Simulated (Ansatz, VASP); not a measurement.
# BN (Qingsongite): VASP beside Ansatz

Wanted: the spread between two codes on one cell, functional and k mesh. The cell is taken from a series of VASP runs on this material, whose earlier steps may have relaxed, scaled or displaced it; both programs get it as it stands.

Program: Ansatz 0.2.0. Level of theory: plane waves, with VASP 6.6.1 beside it; relaxation of cell and atoms at r2SCAN with rVV10 and relaxation of cell and atoms at HSE06. Results are calculated unless marked as measured.

### 1. Set-up

It takes space group F-43m (No. 216, cubic). Conventional cell: a = 3.615 Å, b = 3.615 Å, c = 3.615 Å, α = 90.00°, β = 90.00°, γ = 90.00°. N has 4 B at 1.57 Å nearest. B has 4 N at 1.57 Å nearest. Farther neighbours and most contacts between anions are not listed.

Structure file:

```cif
data_structure
_symmetry_space_group_name_H-M 'F-43m'
_symmetry_Int_Tables_number 216
_cell_length_a 3.6150
_cell_length_b 3.6150
_cell_length_c 3.6150
_cell_angle_alpha 90.000
_cell_angle_beta 90.000
_cell_angle_gamma 90.000
_cell_volume 47.24
loop_
_atom_site_label
_atom_site_type_symbol
_atom_site_symmetry_multiplicity
_atom_site_Wyckoff_symbol
_atom_site_fract_x
_atom_site_fract_y
_atom_site_fract_z
_atom_site_occupancy
N1 N 4 c 0.25000 0.25000 0.25000 1
B1 B 4 a 0.00000 0.00000 0.00000 1
```

### 2. VASP: relaxation of cell and atoms, r2SCAN with rVV10

The relaxed volume is the usual yardstick between codes: its relative difference is about their pressure difference at one cell divided by the bulk modulus.

Lines of VASP's logs that name or quote its potential files are left out, and so is its time.

Contents of INCAR:

```
SYSTEM = BN
PREC = Accurate
ENCUT = 520
EDIFF = 1E-07
NELM = 100
ISMEAR = 0
SIGMA = 0.03
LREAL = .FALSE.
ALGO = Normal
METAGGA = R2SCAN
LUSE_VDW = .TRUE.
IVDW_NL = 2
BPARAM = 11.95
CPARAM = 0.0093
LASPH = .TRUE.
NBANDS = 10
LORBIT = 11
LWAVE = .FALSE.
LCHARG = .FALSE.
KPAR = 2
IBRION = 2
NSW = 50
ISIF = 3
EDIFFG = -0.002
```

Contents of POSCAR:

```
BN
1.0
    0.0000000000      1.8075000000      1.8075000000
    1.8075000000      0.0000000000      1.8075000000
    1.8075000000      1.8075000000      0.0000000000
N B
1 1
Direct
    0.7500000000      0.7500000000      0.7500000000
    0.0000000000      0.0000000000      0.0000000000
```

Contents of KPOINTS:

```
Automatic mesh
0
Gamma
14 14 14
0 0 0
```

PAW data sets: N and B (PBE family, release 64).

On the command line:

```console
> mpirun -np 2 vasp_std
```

Numbers of over 12 decimals in the logs are rounded to 6 here.

The log of the run:

```text
[banner, memory and clock lines left out]
running    2 mpi-ranks, on    1 nodes
 distrk:  each k-point on    1 cores,    2 groups
 distr:  one band on    1 cores,    1 groups

 POSCAR found type information on POSCAR N B
 POSCAR found :  2 types and       2 ions
|                                                                             |
|               ----> ADVICE to this user running VASP <----                  |
|                                                                             |
|     You have switched on vdW-DFT.                                           |
|     This routine was written and supplied by Jiri Klimes. We recommend      |
|     that you carefully read and cite the following publications:            |
|       J. Klimes, D.R. Bowler, A. Michelides                                 |
|          J. Phys.: Cond Matt. 22 022201 (2010)                              |
|       J. Klimes, D.R. Bowler, A. Michelides                                 |
|          Phys. Rev. B. 83, 195131 (2011)                                    |
|     and references therein.                                                 |
|                                                                             |

|                                                                             |
|               ----> ADVICE to this user running VASP <----                  |
|                                                                             |
|     You enforced a specific xc type in the INCAR file but a different       |
|     [... a line on the potential file left out ...]
|     I HOPE YOU KNOW WHAT YOU ARE DOING!                                     |
|                                                                             |

 LDA part: xc-table for (None), standard interpolation
 POSCAR, INCAR and KPOINTS ok, starting setup
 FFT: planning ... GRIDC
 FFT: planning ... GRID_SOFT
 FFT: planning ... GRID
 WAVECAR not read
 entering main loop
       N       E                     dE             d eps       ncg     rms          rms(c)
Total rVV10 correction in eV:      0.0648224     8.1610040
Total rVV10 correction in eV:      0.0648224     8.1610040
DAV:   1     0.729263688684E+01    0.72926E+01   -0.51403E+03  2152   0.813E+02
DAV:   2    -0.218055729994E+02   -0.29098E+02   -0.28112E+02  2568   0.176E+02
DAV:   3    -0.223161437344E+02   -0.51057E+00   -0.50984E+00  2422   0.207E+01
DAV:   4    -0.223168381994E+02   -0.69446E-03   -0.69445E-03  2290   0.829E-01
DAV:   5    -0.223168389175E+02   -0.71806E-06   -0.71805E-06  2432   0.273E-02    0.659E+00
Total rVV10 correction in eV:      0.0786070     8.1610038
Total rVV10 correction in eV:      0.0786070     8.1610038
DAV:   6    -0.190817054623E+02    0.32351E+01   -0.19176E+00  2180   0.868E+00    0.356E+00
Total rVV10 correction in eV:      0.0890879     8.1610038
Total rVV10 correction in eV:      0.0890879     8.1610038
DAV:   7    -0.190745435253E+02    0.71619E-02   -0.26470E-01  2200   0.410E+00    0.184E+00
Total rVV10 correction in eV:      0.0987102     8.1610039
Total rVV10 correction in eV:      0.0987102     8.1610039
DAV:   8    -0.190727680328E+02    0.17755E-02   -0.45248E-02  2210   0.148E+00    0.167E-01
Total rVV10 correction in eV:      0.0990970     8.1610039
Total rVV10 correction in eV:      0.0990970     8.1610039
DAV:   9    -0.190722601334E+02    0.50790E-03   -0.61407E-03  2452   0.570E-01    0.966E-02
Total rVV10 correction in eV:      0.0991843     8.1610039
Total rVV10 correction in eV:      0.0991843     8.1610039
DAV:  10    -0.190722524326E+02    0.77009E-05   -0.43813E-04  2274   0.175E-01    0.310E-02
Total rVV10 correction in eV:      0.0992940     8.1610039
Total rVV10 correction in eV:      0.0992940     8.1610039
DAV:  11    -0.190722533560E+02   -0.92343E-06   -0.40438E-05  2334   0.530E-02    0.833E-03
Total rVV10 correction in eV:      0.0993093     8.1610039
Total rVV10 correction in eV:      0.0993093     8.1610039
DAV:  12    -0.190722542853E+02   -0.92924E-06   -0.12087E-06  2322   0.105E-02    0.172E-03
Total rVV10 correction in eV:      0.0993072     8.1610039
Total rVV10 correction in eV:      0.0993072     8.1610039
DAV:  13    -0.190722543775E+02   -0.92224E-07   -0.28150E-07  2078   0.363E-03
Total rVV10 correction in eV:      0.0993062     8.1610039
Total rVV10 correction in eV:      0.0993062     8.1610039
Total rVV10 correction in eV:      0.0993059     8.1610039
Total rVV10 correction in eV:      0.0993059     8.1610039
   1 F= -.19072254E+02 E0= -.19072254E+02  d E =-.190723E+02
 curvature:   0.00 expect dE= 0.000E+00 dE for cont linesearch  0.000E+00
 trial: gam= 0.00000 g(F)=  0.408E-47 g(S)=  0.885E-03 ort = 0.000E+00 (trialstep = 0.100E+01)
 search vector abs. value=  0.885E-03
 bond charge predicted
       N       E                     dE             d eps       ncg     rms          rms(c)
Total rVV10 correction in eV:      0.0993652     8.1610039
Total rVV10 correction in eV:      0.0993652     8.1610039
DAV:   1    -0.190730623197E+02   -0.80803E-03   -0.29848E-02  2230   0.150E+00    0.224E-01
Total rVV10 correction in eV:      0.0989479     8.1610038
Total rVV10 correction in eV:      0.0989479     8.1610038
DAV:   2    -0.190722478540E+02    0.81447E-03   -0.40858E-03  2304   0.452E-01    0.669E-02
Total rVV10 correction in eV:      0.0988450     8.1610038
Total rVV10 correction in eV:      0.0988450     8.1610038
DAV:   3    -0.190722225906E+02    0.25263E-04   -0.17969E-04  2254   0.118E-01    0.254E-02
Total rVV10 correction in eV:      0.0987882     8.1610038
Total rVV10 correction in eV:      0.0987882     8.1610038
DAV:   4    -0.190722169531E+02    0.56375E-05   -0.81563E-06  2214   0.278E-02    0.488E-03
Total rVV10 correction in eV:      0.0987754     8.1610038
Total rVV10 correction in eV:      0.0987754     8.1610038
DAV:   5    -0.190722172381E+02   -0.28503E-06   -0.44938E-07  2382   0.560E-03    0.238E-03
Total rVV10 correction in eV:      0.0987755     8.1610038
Total rVV10 correction in eV:      0.0987755     8.1610038
DAV:   6    -0.190722175018E+02   -0.26368E-06   -0.26049E-08  1160   0.179E-03    0.396E-04
Total rVV10 correction in eV:      0.0987759     8.1610038
Total rVV10 correction in eV:      0.0987759     8.1610038
DAV:   7    -0.190722174621E+02    0.39763E-07   -0.24500E-09  1080   0.360E-04
Total rVV10 correction in eV:      0.0987758     8.1610038
Total rVV10 correction in eV:      0.0987758     8.1610038
Total rVV10 correction in eV:      0.0987759     8.1610038
Total rVV10 correction in eV:      0.0987759     8.1610038
   2 F= -.19072217E+02 E0= -.19072217E+02  d E =0.369154E-04
 trial-energy change:    0.000037  1 .order    0.000046   -0.000885    0.000977
 step:   0.4826(harm=  0.4752)  dis= 0.00000  next Energy=   -19.072469 (dE=-0.214E-03)
 bond charge predicted
       N       E                     dE             d eps       ncg     rms          rms(c)
Total rVV10 correction in eV:      0.0987454     8.1610038
Total rVV10 correction in eV:      0.0987454     8.1610038
DAV:   1    -0.190726979221E+02   -0.48042E-03   -0.79723E-03  2226   0.775E-01    0.116E-01
Total rVV10 correction in eV:      0.0989609     8.1610038
Total rVV10 correction in eV:      0.0989609     8.1610038
DAV:   2    -0.190724819391E+02    0.21598E-03   -0.11029E-03  2302   0.234E-01    0.345E-02
Total rVV10 correction in eV:      0.0990137     8.1610038
Total rVV10 correction in eV:      0.0990137     8.1610038
DAV:   3    -0.190724726973E+02    0.92418E-05   -0.47330E-05  2240   0.605E-02    0.131E-02
Total rVV10 correction in eV:      0.0990433     8.1610038
Total rVV10 correction in eV:      0.0990433     8.1610038
DAV:   4    -0.190724700809E+02    0.26164E-05   -0.21693E-06  2204   0.143E-02    0.248E-03
Total rVV10 correction in eV:      0.0990499     8.1610038
Total rVV10 correction in eV:      0.0990499     8.1610038
DAV:   5    -0.190724698686E+02    0.21228E-06   -0.11413E-07  1648   0.287E-03    0.115E-03
Total rVV10 correction in eV:      0.0990497     8.1610038
Total rVV10 correction in eV:      0.0990497     8.1610038
DAV:   6    -0.190724697455E+02    0.12316E-06   -0.11187E-08  1084   0.117E-03    0.129E-04
Total rVV10 correction in eV:      0.0990496     8.1610038
Total rVV10 correction in eV:      0.0990496     8.1610038
DAV:   7    -0.190724697620E+02   -0.16578E-07   -0.76010E-10  1058   0.220E-04
Total rVV10 correction in eV:      0.0990497     8.1610038
Total rVV10 correction in eV:      0.0990497     8.1610038
Total rVV10 correction in eV:      0.0990496     8.1610038
Total rVV10 correction in eV:      0.0990496     8.1610038
   3 F= -.19072470E+02 E0= -.19072470E+02  d E =-.215385E-03
 curvature:  -0.24 expect dE=-0.171E-07 dE for cont linesearch -0.171E-07
 trial: gam= 0.00000 g(F)=  0.370E-47 g(S)=  0.722E-07 ort =-0.799E-05 (trialstep = 0.897E+00)
 search vector abs. value=  0.723E-07
 reached required accuracy - stopping structural energy minimisation
```

Parts of OUTCAR (step 2):

```text
ion  position               nearest neighbor table
   1  0.750  0.750  0.750-   2 1.57   2 1.57   2 1.57   2 1.57
   2  0.000  0.000  0.000-   1 1.57   1 1.57   1 1.57   1 1.57

  LATTYP: Found a face centered cubic cell.
 ALAT       =     3.6150000000

 Subroutine GETGRP returns: Found 24 space group operations
 (whereof 24 operations were pure point group operations)

The static configuration has the point symmetry T_d .

 Found    104 irreducible k-points:

   k-points           NKPTS =    104   k-points in BZ     NKDIM =    104   number of bands    NBANDS=     10

   dimension x,y,z NGX =    20 NGY =   20 NGZ =   20
   dimension x,y,z NGXF=    40 NGYF=   40 NGZF=   40

   ENCUT  =  520.0 eV  38.22 Ry    6.18 a.u.   4.75  4.75  4.75*2*pi/ulx,y,z

   NELECT =       8.0000    total number of electrons

 k-points in reciprocal lattice and weights: Automatic mesh
   0.00000000  0.00000000  0.00000000       0.000
   0.07142857  0.00000000  0.00000000       0.003
   0.14285714  0.00000000  0.00000000       0.003
   0.21428571  0.00000000  0.00000000       0.003
   0.28571429  0.00000000  0.00000000       0.003
   0.35714286  0.00000000  0.00000000       0.003
   0.42857143  0.00000000  0.00000000       0.003
   0.50000000  0.00000000  0.00000000       0.001
   0.07142857  0.07142857  0.00000000       0.002
[...]
-0.28571429  0.42857143  0.21428571       0.009
  -0.28571429  0.50000000  0.21428571       0.004

 average (electrostatic) potential at core
       1 -63.2338       2 -25.9097

 E-fermi :   7.4886

 k-point     1 :       0.0000    0.0000    0.0000
  band No.  band energies     occupation
      1     -14.0563      2.00000
      2       7.2939      2.00000
      3       7.2939      2.00000
      4       7.2939      2.00000
      5      16.8298      0.00000
      6      16.8298      0.00000
      7      16.8298      0.00000
      8      18.3869      0.00000
      9      33.4391      0.00000
    ...

 k-point     2 :       0.0714    0.0000    0.0000
  band No.  band energies     occupation
      1     -13.9271      2.00000
      2       6.5753      2.00000
      3       7.1543      2.00000
      4       7.1543      2.00000
      5      17.0055      0.00000
      6      17.0459      0.00000
      7      17.0459      0.00000
      8      18.8279      0.00000
      9      33.2849      0.00000
    ...

 k-point     3 :       0.1429    0.0000    0.0000
  band No.  band energies     occupation
      1     -13.5430      2.00000
      2       4.8307      2.00000
      3       6.7962      2.00000
      4       6.7962      2.00000
      5      17.2788      0.00000
      6      17.5835      0.00000
      7      17.5835      0.00000
      8      19.9689      0.00000
      9      32.6681      0.00000
    ...

  Total        0.0009987      0.0009987      0.0009987     -0.0000000      0.0000000      0.0000000
  in kB        0.1360036      0.1360036      0.1360036     -0.0000000      0.0000000      0.0000000
  external PRESSURE =       0.1360036 kB  Pullay stress =       0.0000000 kB

  energy-cutoff  :      520.00
  volume of cell :       11.76
      direct lattice vectors                 reciprocal lattice vectors
    -0.000000000  1.805173568  1.805173568    -0.276981676  0.276981676  0.276981676
     1.805173568  0.000000000  1.805173568     0.276981676 -0.276981676  0.276981676
     1.805173568  1.805173568  0.000000000     0.276981676  0.276981676 -0.276981676

 POSITION                                       TOTAL-FORCE (eV/Angst)
 -----------------------------------------------------------------------------------
      2.70776      2.70776      2.70776        -0.000000     -0.000000     -0.000000
      0.00000      0.00000      0.00000         0.000000      0.000000      0.000000
 -----------------------------------------------------------------------------------
    total drift:                               -0.000000     -0.000000     -0.000000

  FREE ENERGIE OF THE ION-ELECTRON SYSTEM (eV)
  ---------------------------------------------------
  free  energy   TOTEN  =       -19.0724697620 eV

  energy  without entropy=      -19.0724697620  energy(sigma->0) =      -19.07246976

 reached required accuracy - stopping structural energy minimisation

 total charge
# of ion       s       p       d       tot
------------------------------------------
    1        1.228   2.791   0.000   4.019
    2        0.682   1.342   0.000   2.024
--------------------------------------------------
tot          1.910   4.133   0.000   6.043

[... 3 further parts left out ...]
```

(Part 1 of 2 ends here.)

[Lines on the potential files, build, host, timing and source positions are cut from VASP's logs without a mark.]

[Logs are printed without paths, hosts, clocks, repeated set-up lines and the standing remarks that a program may print on its own settings, such as how far it seeks lower states.]

[Hosts, paths, dates, database ids (printed as entryN), source tags and the programs' standing remarks are cut or masked in the printed files.]
